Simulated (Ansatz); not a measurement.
# GaP (I-4m2) in Ansatz: notebook

Runs on GaP. Level: PBE. Tasks: relaxation of the atoms.

All numbers are computed with Ansatz 0.2.0; they aren't measurements. Logs are shortened: lines on timing, memory, paths and dates and some standing lists are left out, and cuts for length are marked.

### Step 1. The cell of the first run

It takes space group I-4m2 (No. 119, tetragonal). Conventional cell: a = 3.854 Å, b = 3.854 Å, c = 5.560 Å, α = 90.00°, β = 90.00°, γ = 90.00°. Around Ga (site symmetry -4m2) lie 4 P at 2.38 Å. P (site symmetry -4m2) has 4 Ga at 2.38 Å as nearest neighbours.

### Step 2. Relaxation of the atoms, PBE (strained by +2 %)

input.yaml reads:

```yaml
crystal:
  lattice:
    - [0.0, 2.72525, 2.72525]
    - [2.779755, 0.0, 2.72525]
    - [2.779755, 2.72525, 0.0]
  atoms:
    - { symbol: Ga, position: [0.0, 0.0, 0.0] }
    - { symbol: P, position: [0.75, 0.75, 0.75] }
hamiltonian:
  xc: pbe
  pseudopotentials: { kind: paw }
kpoints:
  mp_grid: { grid: [8, 8, 8] }
scf:
  occupations: { method: fermi_dirac, width: 0.05 }
output:
  forces: true
  stress: true
  eigenvalues: true
  write_density: true
  write_potential: true
  elf: true
  volumetric_format: npy
relax:
  f_tol: 0.01
  max_steps: 40
```

Potentials or basis: Ansatz PAW.

The run is started by

```console
ansatz run input.yaml --threads 2 --pin off --max-ram 5632MiB --backend cpu --events-out ev --progress --plain --runs-dir out
```

Log:

```text
Warning: output.stress: scf.convergence.dr2_threshold = 1e-7 eV (the SCF's general default) is looser than the 2e-10 eV advised for a printed stress (1e-10 eV for each atom of the cell: 2). What an SCF threshold leaves in a stress goes as its square root, and in the free energy as the threshold itself, and one threshold admits the most on a small cell: of the crystals measured, under no hybrid functional and no lock of the moments, on runs that ended without the residual-converged pass, on stresses that held no estimate of that error, the worst erred by over 100 MPa in a component at 1e-7 eV an atom and by under 5 at 1e-10. Every solve of this run answers to scf.convergence.dr2_threshold, and the tensor of one is reported: a single SCF on the reported geometry and on this run's grids (its basis.xc_grid and basis.ecutrho_ratio typed), with scf.convergence.dr2_threshold at 2e-10 eV or tighter, prints it and tightens no other solve. Else set scf.convergence.dr2_threshold to 2e-10 eV or tighter. The threshold is an SCF's pass mark: one that does not reach it within its budget of iterations ends unconverged, or closes short of it on a stop that the run arms, and scf.convergence.dr2_threshold's page says what that costs each kind of run
Warning: RAYON_NUM_THREADS=2 ignored (pool sized by the plan → 2); use --threads N
Engine: ansatz 0.2.0, aarch64-unknown-linux-gnu
Pseudopotentials: kind: paw
Pseudopotential: Ga, paw, valence charge 13, recommended cutoff 420 eV (normal), Ga.paw.azcp
Pseudopotential: P, paw, valence charge 5, recommended cutoff 420 eV (normal), P.paw.azcp
Functional definition: PBE
  parameter kappa = 0.804
  parameter beta = 0.06672455060314922
  exchange = pbe_x(kappa = kappa, mu = beta*pi^2/3)
  correlation = pbe_c(beta = beta)
Crystal: 2 atoms, lattice volume = 41.290 Å³
Basis set: ecut = 420 eV, 821 PW (Γ), exchange–correlation on 54×54×54 points (8 copies of the dense FFT grid, shifted against one another)
Bands: 13, of which v1, the nominal top of the filled ones, is band 9 counted from 1 (8 counted from 0)
Symmetry: 8 space group operations
Space group: I-4m2 (ITA 119), of the structure as read, at distance tolerance 3.5e-5 Å
k-points: 59 of 512 (time reversal used)
Non-local potential: Ga, projectors of the file, l = 0: 2, l = 1: 2, l = 2: 3, l = 3: 1
Non-local potential: P, projectors of the file, l = 0: 2, l = 1: 2, l = 2: 2
PAW form: soft (Blöchl's): semilocal exchange-correlation on the pseudo side does not see the compensation charge
PAW one-centre angular grid: Ga, 590 points (default); XC on 64 Gauss nodes
PAW one-centre angular grid: P, 110 points (default); XC on 64 Gauss nodes
Initial density: superposition of atomic densities (neutral atoms: chi_scale 0, normalization atom), corrected by the library's trained network
Initial wavefunctions: pseudopotential atomic-orbital guess
Functional: x = pbe(κ = 0.804, μ = 0.2195149727645171), c = pbe(β = 0.06672455060314922)
SCF iter   1: F=—  HF=-4539.554710 eV  |F-HF|=—  |Δ(HF+E_count)|=         —  Δρ=1.55e-3  dr2=1.36e-3  ethr=1.77e-3  ⟨swp⟩=6.2  Hψ=5061  notcnv=0
preconditioner: auto → none  [insulator: Δε(μ)=1.559 eV  Ē_g=15.427 eV  σ=0.050 eV  W_gap=1.00  n_scr=14 (ndim 8)  ℏωp=24.5 eV  f_vac=0.014  D(μ)=0.00/eV (n_scr^D=0)  ε∞_Penn≈3.5]
SCF iter   2: F=—  HF=-4539.553855 eV  |F-HF|=—  |Δ(HF+E_count)|=   8.55e-4  Δρ=1.21e-3  dr2=4.26e-4  ethr=7.56e-6  ⟨swp⟩=2.3  Hψ=1880  notcnv=0
SCF iter   3: F=—  HF=-4539.553683 eV  |F-HF|=—  |Δ(HF+E_count)|=   1.72e-4  Δρ=3.78e-4  dr2=5.18e-5  ethr=2.37e-6  ⟨swp⟩=2.0  Hψ=1247  notcnv=0
SCF iter   4: F=—  HF=-4539.553727 eV  |F-HF|=—  |Δ(HF+E_count)|=   4.50e-5  Δρ=1.11e-4  dr2=3.66e-6  ethr=2.88e-7  ⟨swp⟩=2.8  Hψ=1329  notcnv=0
SCF iter   5: F=—  HF=-4539.553730 eV  |F-HF|=—  |Δ(HF+E_count)|=   2.13e-6  Δρ=3.07e-5  dr2=3.83e-7  ethr=2.03e-8  ⟨swp⟩=2.0  Hψ=1295  notcnv=0
SCF iter   6: F=-4539.553730 eV  HF=-4539.553730 eV  |F-HF|=2.42e-8  |Δ(HF+E_count)|=   4.28e-7  Δρ=9.62e-6  dr2=2.33e-8  ethr=5.56e-10  ⟨swp⟩=11.0  Hψ=5896  notcnv=0
SCF 1 converged in 6 iterations: F = -4539.553730 eV  dr2 = 2.33e-8
relax step   1: F+E_penalty+E_count = -4539.55373008 eV  Δ(F+E_penalty+E_count) = +0.000e0 eV  max|allowed force component| = 8.327e-17 eV/Å  Δτ_max = 0.0000 Å  (6 SCF iters, accepted)
SCF converged after 6 iterations
Free energy (F): -4539.553730 eV
Harris-Foulkes:  -4539.553730 eV  (|F-HF|=2.42e-8)
Internal energy: -4539.553730 eV  (E = F + TS)
E sigma→0 (E₀):  -4539.553730 eV
Fermi energy:    7.624634 eV
--- Per-component energies (eV) ---
  E_band       = -61.845676
  E_kinetic    = 185.694662
  E_local      = -2213.601713  (includes V_loc(G=0)·N_el)
  E_nonlocal   = 458.831225
  E_hartree    = 1022.543748
  E_xc         = -130.467656
  E_vxc        = -118.617165  (∫ρ·V_xc dr)
  E_paw        = -2558.492588  (= ΣΔE_a)
  E_vpaw       = -419.233925  (= ΣTr[D̂ρ^β])
  E_aug_tail   = -0.000101  (compensation charges beyond the density's cutoff)
  E_ewald      = -1304.061307
  E_smearing   = -0.000000  (= −TS)
  E_closure    = -0.000000  (closes the sum)
  Σ components = -4539.553730   (vs F -4539.553730, Δ=0.00e0)
--- Forces (eV/Å), atoms counted from 1 ---
  atom   1  Ga     0.00000000     0.00000000    -0.00000000
  atom   2  P      0.00000000     0.00000000     0.00000000
  max |Σ_I F_I| component: 5.55e-17 eV/Å
--- Stress (GPa, compression-positive) ---
       -0.170555       0.000000       0.000000
        0.000000       1.329285       0.000000
        0.000000       0.000000       1.329285
  P = ⅓ Tr σ = 0.8293 GPa (8.293 kbar)
--- Band table (eV; the first three rows and the last of 59) ---
  k-point 0: bands = ["-7.6661", "-7.6601", "-7.6601", "-7.5701", "-7.5671", "-5.5060", "6.7624", "6.8758", "6.8758", "8.5002", "10.7161", "10.7161", "10.7596"]
  k-point 1: bands = ["-7.6750", "-7.6592", "-7.6557", "-7.5703", "-7.5669", "-5.3089", "5.2117", "6.5709", "6.6617", "9.1780", "11.0609", "11.0633", "11.2793"]
  k-point 2: bands = ["-7.7026", "-7.6500", "-7.6464", "-7.5695", "-7.5651", "-4.7505", "3.0066", "6.1327", "6.2567", "8.9222", "11.5425", "11.5933", "13.0860"]
  k-point 58: bands = ["-7.7544", "-7.6262", "-7.6062", "-7.5856", "-7.5573", "-2.5245", "0.4055", "3.3560", "3.5171", "11.4211", "11.4748", "12.6912", "12.8354"]
--- Relaxed structure (1 steps of the walk, 1 accepted, 0 SCFs on fresh bases) ---
  F+E_penalty+E_count = -4539.55373008 eV   max|allowed force component| = 8.327e-17 eV/Å
  atoms:
    - { symbol: Ga, position: [0.0, 0.0, 0.0] }
    - { symbol: P, position: [0.75, 0.75, 0.75] }
```

Wall time 1.9 s (2 threads of Arm Neoverse V2, shared host); peak memory 0.34 GiB.

Results:

```
Free energy             : -4539.5537 eV
Pressure after relaxing : 0.8 GPa
Band gap on the k mesh  : 1.57 eV, indirect (least direct gap 1.62 eV)
```

Stress tensor (GPa, compression positive):
```
-0.17  0.00  0.00
 0.00  1.33  0.00
 0.00  0.00  1.33
```

Final structure:
```
CELL_PARAMETERS angstrom
0.00000 2.72525 2.72525
2.77976 0.00000 2.72525
2.77976 2.72525 0.00000
ATOMIC_POSITIONS crystal
Ga 0.00000 0.00000 0.00000
P 0.75000 0.75000 0.75000
```

Caveat: the relaxation stopped at its first step, so nothing moved; the thresholds are loose for stress.

### Step 3. Relaxation of the atoms, PBE (strained by +4 %)

Changes to input.yaml since step 2:

```diff
@@ -3,4 +3,4 @@
     - [0.0, 2.72525, 2.72525]
-    - [2.779755, 0.0, 2.72525]
-    - [2.779755, 2.72525, 0.0]
+    - [2.83426, 0.0, 2.72525]
+    - [2.83426, 2.72525, 0.0]
   atoms:
```

Potentials or basis: Ansatz PAW.

The run is started by

```console
ansatz run input.yaml --threads 2 --pin off --max-ram 5632MiB --backend cpu --events-out ev --progress --plain --runs-dir out
```

Wall time 2 s (2 threads of Arm Neoverse V2, shared host); peak memory 0.34 GiB.

It converged, with:

- Free energy: -4539.5464 eV
- Pressure after relaxing: -0.7 GPa
- Band gap on the k mesh: 1.42 eV, direct

Stress tensor (GPa, compression positive):
```
-2.72  0.00  0.00
 0.00  0.33  0.00
 0.00  0.00  0.33
```

Final structure:
```xyz
2
Lattice="0.0000 2.7252 2.7252 2.8343 0.0000 2.7252 2.8343 2.7252 0.0000" Properties=species:S:1:pos:R:3 pbc="T T T"
Ga    0.0000    0.0000    0.0000
P     4.2514    4.0879    4.0879
```

Levels at points of the mesh, in eV from the valence-band top:
```
             k point  band 6  band 7  band 8  band 9  band 10  band 11  band 12  band 13
  (0.00, 0.00, 0.00)  -12.28   -0.23    0.00    0.00     1.42     3.80     3.80     3.89
 (0.00, 0.00, -0.50)  -10.34   -6.49   -1.29   -0.98     1.45     4.54     4.79     8.14
(0.00, -0.50, -0.50)   -9.60   -6.81   -2.45   -2.45     1.84     2.03    10.22    10.22
(-0.50, 0.00, -0.50)   -9.44   -6.56   -2.72   -2.69     1.58     1.66    10.11    10.11
```

Caveat: the relaxation stopped at its first step, so nothing moved; the thresholds are loose for stress. A k mesh can miss the band edges.
